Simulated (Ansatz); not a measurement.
Relaxed BaF2 (fluorite):

```
BaF2
1.0
    0.00000     6.24642     6.24642
    3.12321     0.00000     3.12321
    3.12321     3.12321     0.00000
Ba F
2 4
Direct
  0.00000   0.00000   0.00000
  0.50000   0.00000   0.00000
  0.12500   0.25000   0.25000
  0.62500   0.25000   0.25000
  0.37500   0.75000   0.75000
  0.87500   0.75000   0.75000
```

A phonon eigenvector at L = (0.5, 0.0, 0.0) is frozen into this cell: atom i moves by Q times the vector below, so Q is the largest atomic displacement, in Å. The cell is held. (q is in reciprocal vectors of the primitive cell; the cell shown is doubled to hold the pattern.)

| atom | x | y | z |
|---|---|---|---|
| Ba1 | 0.116 | -0.116 | -0.116 |
| Ba2 | -0.116 | 0.116 | 0.116 |
| F3 | -0.577 | 0.577 | 0.577 |
| F4 | 0.577 | -0.577 | -0.577 |
| F5 | 0.577 | -0.577 | -0.577 |
| F6 | -0.577 | 0.577 | 0.577 |

Method: PBE (plane waves to 420 eV, PAW, scalar-relativistic; Ansatz, an electronic-structure program). k mesh 9×9×9 (Γ-centred), Fermi-Dirac smearing 0.05 eV. The energy includes the smearing's −TS. BaF2 was relaxed with its symmetry unable to fall. ΔE is measured from the undisplaced structure.

```csv
Q (Å),ΔE (eV/cell)
-0.100,0.0733
-0.067,0.0326
-0.033,0.0082
0.000,0.0000
0.033,0.0082
0.067,0.0326
0.100,0.0733
```

Which DFPT wavenumber at L = (0.5, 0.0, 0.0) belongs to this mode?
A) 65 cm⁻¹
B) 274 cm⁻¹
C) 214 cm⁻¹
D) 134 cm⁻¹

C, 214 cm⁻¹. The curvature of the scan gives 214 cm⁻¹

(A displaced cell: forces are minus the slopes of the energy, force constants its curvatures, and phonons follow from these.)
